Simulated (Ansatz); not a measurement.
System: La (fcc type), 1 atom in the cell.

```
La
1.0
     0.00000    2.64480    2.64480
     2.64480    0.00000    2.64480
     2.64480    2.64480    0.00000
La
1
Direct
  0.00000 0.00000 0.00000
```

Code and potentials: Ansatz PAW hard set, 700 eV. Settings of the plain PBE run: k-mesh 4×4×4 Γ-centred; Fermi–Dirac smearing of 0.15 eV; no spin polarisation; no spin–orbit coupling.

Plain PBE gives:

* Pressure: 0.83 GPa

Question: What changes under PBE with spin–orbit coupling?

Answer: The pressure stays at 0.83 GPa.

The stress includes the program's correction for the finite plane-wave basis.

The k-mesh is coarse, so these values belong to this mesh and can lie far from the converged ones. This cubic structure is a model: it isn't the usual form of the substance at ambient conditions, and such phases are metastable or hypothetical.
